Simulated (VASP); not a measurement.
# C in VASP: settings compared, part 2 of 2

VASP 6.6.1. Earlier steps stand in the parts before.

## 4. Relaxation of cell and atoms, LDA

Contents of INCAR:

```
  PREC = Accurate
  ENCUT = 600
  EDIFF = 1E-6
  ISMEAR = -1
  SIGMA = 0.05
  LREAL = False
  LASPH = True
  NELM = 60
  ALGO = Fast
  ISIF = 3
  LWAVE = False
  LCHARG = False
  IBRION = 2
  NSW = 60
  EDIFFG = -0.005
  KPAR = 2
```

Contents of KPOINTS:

```
Automatic mesh
0
Gamma
  10 10 2
```

Contents of POSCAR:

```
C
1.0
    2.4562275060      0.0000000000      0.0000000000
   -1.2281137530      2.1271554177      0.0000000000
    0.0000000000      0.0000000000     24.1339601687
C
4
Direct
    0.6666666667      0.3333333333      0.5704754400
    0.3333333333      0.6666666667      0.4295245600
    0.0000000000      0.0000000000      0.4295312300
    0.0000000000      0.0000000000      0.5704687700
```

Potentials or basis: VASP PAW LDA potentials, release 64 (C).

Started as:

```bash
cat potpaw_LDA.64/C/POTCAR > POTCAR
mpirun -np 2 vasp_std > vasp.out
```

OUTCAR:

```text
PREC = Accurate
   ENCUT = 600
   EDIFF = 1E-6
   ISMEAR = -1
   LREAL = False
   LASPH = True
   NELM = 60
   ISIF = 3
   IBRION = 2
   NSW = 60
   EDIFFG = -0.005

 ion  position               nearest neighbor table
   1  0.667  0.333  0.570-   4 1.42   4 1.42   4 1.42
   2  0.333  0.667  0.430-   3 1.42   3 1.42   3 1.42
   3  0.000  0.000  0.430-   2 1.42   2 1.42   2 1.42
   4  0.000  0.000  0.570-   1 1.42   1 1.42   1 1.42

  LATTYP: Found a hexagonal cell.
 ALAT       =     2.4562275060
 C/A-ratio  =     9.8256208392

  Lattice vectors:

 A1 = (   2.4562275060,   0.0000000000,   0.0000000000)
 A2 = (  -1.2281137530,   2.1271554177,   0.0000000000)
 A3 = (   0.0000000000,   0.0000000000,  24.1339601687)

Analysis of symmetry for initial positions (statically):
=====================================================================
 Subroutine PRICEL returns:
 Original cell was already a primitive cell.

 Routine SETGRP: Setting up the symmetry group for a
 hexagonal supercell.

 Subroutine GETGRP returns: Found 12 space group operations
 (whereof 12 operations were pure point group operations)
 out of a pool of 24 trial point group operations.

The static configuration has the point symmetry D_3d.

Analysis of symmetry for dynamics (positions and initial velocities):
[... 283 lines left out ...]

------------------------ aborting loop because EDIFF is reached ----------------------------------------
[... 71 lines left out ...]
--------------------------------------- Ionic step       57  -------------------------------------------

 number of electron      16.0000001 magnetization

 Free energy of the ion-electron system (eV)
  ---------------------------------------------------
  ext. energy  EPLUGINS =         0.00000000
  ---------------------------------------------------
  free energy    TOTEN  =       -40.44456314 eV

  energy without entropy =      -40.44456312  energy(sigma->0) =      -40.44456313

 E-fermi :  -0.9214     XC(G=0):  -4.5563

 val. band max:       -1.7333090425   @ k =   0.3000   0.3000   0.0000
 cond. band min:      -0.1095652434   @ k =   0.3000   0.3000   0.0000
 fundamental gap:      1.6237437991
 Fermi energy:        -0.9213786441

 k-point     1 :       0.0000    0.0000    0.0000
  band No.  band energies     occupation
      1     -20.5297      2.00000
      2     -20.3589      2.00000
      3      -9.2853      2.00000
      4      -8.2253      2.00000
      5      -3.9786      2.00000
      6      -3.9786      2.00000
      7      -3.9687      2.00000
      8      -3.9687      2.00000
      9       2.4950      0.00000
     10       3.0929      0.00000
     11       3.9832      0.00000
     12       5.7532      0.00000
[... 331 lines left out ...]
 k-point    24 :       0.4000    0.1000    0.5000
  band No.  band energies     occupation
      1     -15.6907      2.00000
      2     -15.5736      2.00000
      3     -13.3413      2.00000
      4     -13.2480      2.00000
      5      -8.1169      2.00000
      6      -8.0766      2.00000
      7      -3.8336      2.00000
      8      -3.2284      2.00000
      9       0.8718      0.00000
     10       1.3301      0.00000
     11       7.6446      0.00000
     12       7.8844      0.00000

 [... further k-points ...]
[... 5 lines left out ...]
  --------------------------------------------------------------------------------------
  -------------------------------------------------------------------------------------
  Total       -0.0087836     -0.0087836     -0.0199421      0.0000000      0.0000000      0.0000000
  in kB       -0.1553202     -0.1553202     -0.3526335      0.0000000      0.0000000      0.0000000
  external PRESSURE =      -0.2210913 kB  Pullay stress =       0.0000000 kB
[... 19 lines left out ...]
  FREE ENERGIE OF THE ION-ELECTRON SYSTEM (eV)
  ---------------------------------------------------
  free  energy   TOTEN  =       -40.4445631385 eV

  energy  without entropy=      -40.4445631202  energy(sigma->0) =      -40.44456313

 reached required accuracy - stopping structural energy minimisation
```

OSZICAR:

```text
N       E                     dE             d eps       ncg     rms          rms(c)
DAV:   1     0.136884259012E+03    0.13688E+03   -0.69704E+03   672   0.116E+03
DAV:   2    -0.257441148073E+02   -0.16263E+03   -0.14827E+03  1096   0.227E+02
DAV:   3    -0.428719362789E+02   -0.17128E+02   -0.16821E+02   852   0.904E+01
[... 628 lines left out ...]
       N       E                     dE             d eps       ncg     rms          rms(c)
DAV:   1    -0.404445845874E+02   -0.26792E-04   -0.10532E-03   704   0.278E-01    0.172E-02
RMM:   2    -0.404445699239E+02    0.14663E-04   -0.20655E-05   672   0.385E-02    0.945E-03
RMM:   3    -0.404445626930E+02    0.72310E-05   -0.22131E-05   677   0.331E-02    0.168E-03
RMM:   4    -0.404445631385E+02   -0.44555E-06   -0.17421E-06   482   0.125E-02
  57 F= -.40444563E+02 E0= -.40444563E+02  d E =-.101616E-04
```

CONTCAR:

```text
C
   1.00000000000000
     2.4456863723003606    0.0000000000000000    0.0000000000000001
    -1.2228431861501803    2.1180265281310140   -0.0000000000000000
    -0.0000000000000006    0.0000000000000013   17.4914342377135554
  C
     4
Direct
     0.6666666667000030    0.3333333332999970    0.5950202138905608
     0.3333333332999970    0.6666666667000030    0.4049797861094390
     0.0000000000000000    0.0000000000000000    0.4049957722588928
     0.0000000000000000    0.0000000000000000    0.5950042277411073

  0.00000000E+00  0.00000000E+00  0.00000000E+00
  0.00000000E+00  0.00000000E+00  0.00000000E+00
  0.00000000E+00  0.00000000E+00  0.00000000E+00
  0.00000000E+00  0.00000000E+00  0.00000000E+00
```

It took 17 min on 2 MPI ranks of Intel Xeon Platinum 8488C (Sapphire Rapids), shared host; peak memory 0.22 GiB.

Results:

* Free energy: -40.4446 eV
* Relaxed volume: 22.65 Å³/atom
* Relaxed cell: a = 2.446 Å, b = 2.446 Å, c = 17.491 Å, α = 90.00°, β = 90.00°, γ = 120.00°
* Space group after relaxing (to 0.05 Å): P-3m1 (No. 164)
* Energy gained by relaxing: 6.8 meV/atom
* Ionic steps: 57
* Largest force after relaxing: 0.004 eV/Å
* Band gap on the k mesh: 1.62 eV, direct

Forces on the atoms (eV/Å):
```
C    0.000  0.000  0.004
C    0.000  0.000 -0.004
C    0.000  0.000 -0.001
C    0.000  0.000  0.001
```

Step by step:
```
step  energy change (eV)  largest force (eV/Å)  pressure (GPa)  volume (Å³)
   1              0.0000                0.0090           -1.04       126.09
   3             -0.0050                0.0079           -0.06       124.98
   5             -0.0052                0.0068           -0.05       124.79
   7             -0.0066                0.0119           -0.03       123.22
   9             -0.0077                0.0432            0.00       120.48
  11             -0.0078                0.0182           -0.01       120.35
  13             -0.0080                0.0209            0.19       119.80
  15             -0.0081                0.0207            0.18       119.78
  17             -0.0082                0.0201            0.17       119.69
  19             -0.0087                0.0182            0.12       119.35
  21             -0.0104                0.0096           -0.09       117.96
  23             -0.0126                0.0180           -0.93       112.39
  25             -0.0128                0.0123           -0.72       113.64
  27             -0.0136                0.0143           -0.70       112.80
  29             -0.0162                0.0240           -0.62       109.45
  31             -0.0227                0.0477           -0.20        96.08
  33             -0.0240                0.0548            0.00        90.97
  35             -0.0234                0.0509           -0.10        93.48
  37             -0.0237                0.0506           -0.01        93.31
  39             -0.0242                0.0581           -0.13        93.14
  41             -0.0246                0.0899           -0.69        92.37
  43             -0.0248                0.0774           -0.48        92.61
  45             -0.0255                0.0680           -0.41        92.27
  47             -0.0269                0.0315           -0.12        90.92
  49             -0.0270                0.0261           -0.03        90.54
  51             -0.0270                0.0270           -0.05        90.58
  53             -0.0270                0.0043            0.03        90.70
  55             -0.0270                0.0116           -0.02        90.65
  57             -0.0270                0.0044           -0.02        90.61
```

Final structure:
```
C
1.0
     2.44569    0.00000    0.00000
    -1.22284    2.11803    0.00000
     0.00000    0.00000   17.49143
C
4
Direct
  0.66667 0.33333 0.59502
  0.33333 0.66667 0.40498
  0.00000 0.00000 0.40500
  0.00000 0.00000 0.59500
```

Levels at points of the mesh, in eV from the valence-band top:
```tsv
k point	band 4	band 5	band 6	band 7	band 8	band 9	band 10	band 11	band 12
(0.00, 0.00, 0.00)	-6.49	-2.25	-2.25	-2.24	-2.24	4.23	4.83	5.72	7.49
(0.50, 0.00, 0.00)	-12.49	-5.70	-5.67	-1.85	-1.46	2.24	2.64	8.36	8.59
(0.00, 0.00, 0.50)	-6.49	-2.25	-2.25	-2.24	-2.24	4.25	4.73	6.03	6.61
(0.50, 0.00, 0.50)	-12.49	-5.70	-5.67	-1.85	-1.46	2.24	2.64	8.36	8.59
```

Caveat: the volume moved by over 15 % at a fixed basis, so the end points are rough.

## 5. For comparison

An earlier run on the cell as given: functional PBE; potentials or basis VASP PAW PBE potentials, release 64 (C); cutoff 520 eV; k mesh 12 × 12 × 2; occupations fermi-dirac, width 0.05 eV; no spin polarisation.

- Largest force: 0.054 eV/Å
- Band gap on the k mesh: none (metal or under the smearing width)

## 6. The runs side by side

| task | level | potentials or basis | cell | k mesh | cutoff (eV) | smearing | ladder | gap on the mesh (eV) | largest force (eV/Å) |
| --- | --- | --- | --- | --- | --- | --- | --- | --- | --- |
| atomic charges | PBE | VASP PAW PBE potentials, release 64 (C) | as given | 12 × 12 × 2 | 520 | gaussian 0.02 eV | - | none | 0.05 |
| electron localisation function | PBE | VASP PAW PBE potentials, release 64 (C) | as given | 12 × 12 × 2 | 520 | gaussian 0.02 eV | - | none | 0.05 |
| relaxation of cell and atoms | LDA | VASP PAW LDA potentials, release 64 (C) | relaxed | 10 × 10 × 2 | 600 | fermi-dirac 0.05 eV | gaps | 1.62 | - |
| single point | PBE | VASP PAW PBE potentials, release 64 (C) | as given | 12 × 12 × 2 | 520 | fermi-dirac 0.05 eV | - | none | 0.05 |

Alike in all rows: no spin polarisation.

Caveats: the volume moved by over 15 % at a fixed basis, so the end points are rough (some runs).

Absolute energies hang on the potentials; compare differences alone.
